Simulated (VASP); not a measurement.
# GaN in VASP: relaxation of cell and atoms with revPBE+D3(BJ)

Aim: the relaxation of cell and atoms of GaN with revPBE+D3(BJ).

Everything below comes from runs of VASP 6.6.1. Logs are shortened: lines on timing, memory, paths and dates and some standing lists are left out, and cuts for length are marked.

### Step 1. The structure

The cell holds a sheet with vacuum, 2 atoms: a = 3.200 Å, b = 3.200 Å, c = 16.000 Å, α = 90.00°, β = 90.00°, γ = 120.00°.

The cell was built by a generator and needn't be a form met in nature.

### Step 2. Relaxation of cell and atoms, revPBE+D3(BJ)

The input, INCAR:

```
SYSTEM = GaN
ALGO = Fast
EDIFF = 1E-7
EDIFFG = -0.005
ENCUT = 600
GGA = RE
IBRION = 2
ISIF = 3
ISMEAR = 0
IVDW = 12
KPAR = 2
LASPH = .TRUE.
LATTICE_CONSTRAINTS = .TRUE. .TRUE. .FALSE.
LCHARG = .FALSE.
LREAL = .FALSE.
LWAVE = .FALSE.
NELM = 120
NSW = 40
PREC = Accurate
SIGMA = 0.03
```

The input, KPOINTS:

```
k-points
0
G
  12 12 1
  0 0 0
```

The input, POSCAR:

```
GaN
1.0
    3.2000000000      0.0000000000      0.0000000000
   -1.6000000000      2.7712812900      0.0000000000
    0.0000000000      0.0000000000     16.0000000000
Ga N
1 1
Direct
    0.3333330000      0.6666670000      0.5000000000
    0.6666670000      0.3333330000      0.5000000000
```

Potentials or basis: VASP PAW PBE potentials, release 64 (Ga_d, N).

Run with:

```
> cat potpaw_PBE.64/Ga_d/POTCAR potpaw_PBE.64/N/POTCAR > POTCAR
> mpirun -np 2 vasp_std > vasp.out
```

OUTCAR:

```text
SYSTEM = GaN
   EDIFF = 1E-7
   EDIFFG = -0.005
   ENCUT = 600
   GGA = RE
   IBRION = 2
   ISIF = 3
   ISMEAR = 0
   IVDW = 12
   LASPH = .TRUE.
   LREAL = .FALSE.
   NELM = 120
   NSW = 40
   PREC = Accurate
 IVDW          = 12

 ion  position               nearest neighbor table
   1  0.333  0.667  0.500-   2 1.85   2 1.85   2 1.85
   2  0.667  0.333  0.500-   1 1.85   1 1.85   1 1.85

  LATTYP: Found a hexagonal cell.
 ALAT       =     3.2000000000
 C/A-ratio  =     5.0000000000

  Lattice vectors:

 A1 = (   3.2000000000,   0.0000000000,   0.0000000000)
 A2 = (  -1.6000000000,   2.7712812900,   0.0000000000)
 A3 = (   0.0000000000,   0.0000000000,  16.0000000000)

Analysis of symmetry for initial positions (statically):
=====================================================================
 Subroutine PRICEL returns:
 Original cell was already a primitive cell.

 Routine SETGRP: Setting up the symmetry group for a
 hexagonal supercell.

 Subroutine GETGRP returns: Found 12 space group operations
 (whereof 12 operations were pure point group operations)
 out of a pool of 24 trial point group operations.

The static configuration has the point symmetry D_3h.

Analysis of symmetry for dynamics (positions and initial velocities):
=====================================================================
 Subroutine PRICEL returns:
 Original cell was already a primitive cell.

 Routine SETGRP: Setting up the symmetry group for a
 hexagonal supercell.

 Subroutine GETGRP returns: Found 12 space group operations
 (whereof 12 operations were pure point group operations)
 out of a pool of 24 trial point group operations.

The dynamic configuration has the point symmetry D_3h.

 Subroutine INISYM returns: Found 12 space group operations
 (whereof 12 operations are pure point group operations),
 and found     1 'primitive' translations

----------------------------------------------------------------------------------------

                                     Primitive cell

  volume of cell :     141.8896

  direct lattice vectors                    reciprocal lattice vectors
     3.200000000  0.000000000  0.000000000     0.312500000  0.180421959  0.000000000
    -1.600000000  2.771281290  0.000000000     0.000000000  0.360843919  0.000000000
     0.000000000  0.000000000 16.000000000     0.000000000  0.000000000  0.062500000

  length of vectors
     3.200000000  3.199999998 16.000000000     0.360843918  0.360843919  0.062500000
[... 58 lines left out ...]
   number of dos      NEDOS =    301   number of ions     NIONS =      2
   total plane-waves  NPLWV = 100352
   dimension x,y,z NGX =    28 NGY =   28 NGZ =  128
   dimension x,y,z NGXF=    56 NGYF=   56 NGZF=  256
   ions per type =               1   1
   NGX,Y,Z   is equivalent  to a cutoff of  14.55, 14.55, 13.30 a.u.
   NGXF,Y,Z  is equivalent  to a cutoff of  29.09, 29.09, 26.60 a.u.
 SYSTEM =  GaN
   PREC   = accura    normal or accurate (medium, high low for compatibility)
   ISTART =      0    job   : 0-new  1-cont  2-samecut
   ICHARG =      2    charge: 1-file 2-atom 10-const
   ISPIN  =      1    spin polarized calculation?
   LNONCOLLINEAR =      F non collinear calculations
   LSORBIT =      F    spin-orbit coupling
   LASPH  =      T    aspherical Exc in radial PAW
   ENCUT  =  600.0 eV  44.10 Ry    6.64 a.u.   6.39  6.39 31.96*2*pi/ulx,y,z
   NELM   =    120;   NELMIN=  2; NELMDL= -5     # of ELM steps
   EDIFF  = 0.1E-06   stopping-criterion for ELM
   LREAL  =      F    real-space projection
   EDIFFG = -.5E-02   stopping-criterion for IOM
   NSW    =     40    number of steps for IOM
   IBRION =      2    ionic relax: 0-MD 1-quasi-New 2-CG
   NFREE  =      1    steps in history (QN), initial steepest desc. (CG)
   ISIF   =      3    stress and relaxation
   ISYM   =      2    0-nonsym 1-usesym 2-fastsym
   POTIM  = 0.5000    time-step for ionic-motion
   TEBEG  =    0.0;   TEEND  =   0.0 temperature during run
   PSTRESS=    0.0 pullay stress
   NELECT =      18.0000    total number of electrons
   NUPDOWN=      -1.0000    fix difference up-down
   EMIN   =  10.00;   EMAX   =-10.00  energy-range for DOS
   EFERMI =   0.00;   METHOD = LEGACY
   ISMEAR =     0;   SIGMA  =   0.03  broadening in eV -4-tet -1-fermi 0-gaus
   EFERMI_NEDOS =   21; number of points for ismear=-14 and -15
   IALGO  =     68    algorithm
   IMIX   =      4    mixing-type and parameters
     AMIX     =   0.40;   BMIX     =  1.00
     AMIX_MAG =   1.60;   BMIX_MAG =  1.00
  volume/ion in A,a.u.               =      70.94       478.76
  Fermi-wavevector in a.u.,A,eV,Ry     =   0.822588  1.554465  9.206386  0.676650
  Thomas-Fermi vector in A             =   1.933949
   LORBIT       =      0    0 simple, 1 ext, 2 COOP (PROOUT), +10 PAW based schemes
   GGA     = RE    functional components
   LHFCALC =     F    Hartree Fock is set to
   AEXX    =    0.0000 exact exchange contribution
   IVDW    =    12    specifies the selected vdW correction
   LEPSILON=     F    determine dielectric tensor
   LRPA    =     F    only Hartree local field effects (RPA)
 conjugate gradient relaxation of ions
 non-spin polarized calculation
 RMM-DIIS sequential band-by-band and
 Gauss-broadening in eV      SIGMA  =   0.03
  energy-cutoff  :      600.00
  volume of cell :      141.89
 maximum number of plane-waves:      4775
 NGX is ok and might be reduce to    28
   NGX = 13   NGY = 13   NGZ = 63

--------------------------------------- Ionic step        1  -------------------------------------------

 number of electron      18.0000003 magnetization

 Free energy of the ion-electron system (eV)
  ---------------------------------------------------
  ext. energy  EPLUGINS =         0.00000000
  ---------------------------------------------------
  free energy    TOTEN  =       -10.88383075 eV

  energy without entropy =      -10.88383075  energy(sigma->0) =      -10.88383075

------------------------ aborting loop because EDIFF is reached ----------------------------------------

 Edisp (eV)   -0.36285

 E8    (eV) :    -0.2501
[... 71 lines left out ...]
--------------------------------------- Ionic step        3  -------------------------------------------

 number of electron      18.0000003 magnetization

 Free energy of the ion-electron system (eV)
  ---------------------------------------------------
  ext. energy  EPLUGINS =         0.00000000
  ---------------------------------------------------
  free energy    TOTEN  =       -10.88878812 eV

  energy without entropy =      -10.88878812  energy(sigma->0) =      -10.88878812

 E-fermi :  -3.3628     XC(G=0):  -2.7206

 val. band max:       -3.5327751670   @ k =   0.3333   0.3333   0.0000
 cond. band min:      -1.3244893277   @ k =   0.0000   0.0000   0.0000
 fundamental gap:      2.2082858393
 Fermi energy:        -3.3628413945

 k-point     1 :       0.0000    0.0000    0.0000
  band No.  band energies     occupation
      1     -18.8176      2.00000
      2     -16.8901      2.00000
      3     -16.8901      2.00000
      4     -16.6628      2.00000
      5     -16.6628      2.00000
      6     -15.9998      2.00000
      7      -6.0771      2.00000
      8      -3.8310      2.00000
      9      -3.8309      2.00000
     10      -1.3245      0.00000
     11       1.1672      0.00000
     12       1.3687      0.00000
     13       2.4407      0.00000
[... 319 lines left out ...]
  FREE ENERGIE OF THE ION-ELECTRON SYSTEM (eV)
  ---------------------------------------------------
  free  energy   TOTEN  =       -11.2483876998 eV

  energy  without entropy=      -11.2483876998  energy(sigma->0) =      -11.24838770

 reached required accuracy - stopping structural energy minimisation
```

OSZICAR:

```text
N       E                     dE             d eps       ncg     rms          rms(c)
DAV:   1     0.129315410544E+03    0.12932E+03   -0.89631E+03   494   0.142E+03
DAV:   2     0.867324333866E+01   -0.12064E+03   -0.11142E+03   673   0.276E+02
DAV:   3    -0.128083351544E+02   -0.21482E+02   -0.21281E+02   604   0.110E+02
[... 57 lines left out ...]
RMM:  14    -0.108887871166E+02   -0.36315E-06   -0.34241E-07   405   0.418E-03    0.785E-04
RMM:  15    -0.108887874931E+02   -0.37653E-06   -0.73109E-08   329   0.336E-03    0.447E-04
RMM:  16    -0.108887879049E+02   -0.41174E-06   -0.98035E-08   315   0.219E-03    0.384E-04
RMM:  17    -0.108887880388E+02   -0.13395E-06   -0.21443E-08   295   0.188E-03    0.230E-04
RMM:  18    -0.108887881236E+02   -0.84732E-07   -0.69750E-09   275   0.999E-04
   3 F= -.11248388E+02 E0= -.11248388E+02  d E =-.170561E-02
```

It took 2.9 min on 2 MPI ranks of Intel Xeon Platinum 8259CL at 2.50GHz (Skylake/Cascade Lake), shared host; peak memory 0.34 GiB.

Results:

| Quantity | Value |
| --- | --- |
| Free energy | -11.2484 eV |
| Relaxed volume | 71.51 Å³/atom |
| Relaxed cell | a = 3.213 Å, b = 3.213 Å, c = 16.000 Å, α = 90.00°, β = 90.00°, γ = 120.00° |
| Space group after relaxing (to 0.05 Å) | P-6m2 (No. 187) |
| Energy gained by relaxing | 0.9 meV/atom |
| Ionic steps | 3 |
| Band gap on the k mesh | 2.21 eV, indirect (least direct gap 2.51 eV) |
| Dispersion energy per atom | -0.180 eV |

Step by step:
```tsv
step	energy change (eV)	largest force (eV/Å)	pressure (GPa)	volume (Å³)
1	0.0000	0.0000	0.31	141.89
2	0.0026	0.0000	-0.50	144.86
3	-0.0017	0.0000	-0.01	143.03
```

Final structure:
```yaml
crystal:
  lattice:
    - [3.21282, 0.00000, 0.00000]
    - [-1.60641, 2.78238, 0.00000]
    - [0.00000, 0.00000, 16.00000]
  atoms:
    - { symbol: Ga, position: [0.33333, 0.66667, 0.50000] }
    - { symbol: N, position: [0.66667, 0.33333, 0.50000] }
```

Caveat: the PAW data sets were made with another functional, which shifts forces and pressure a little.
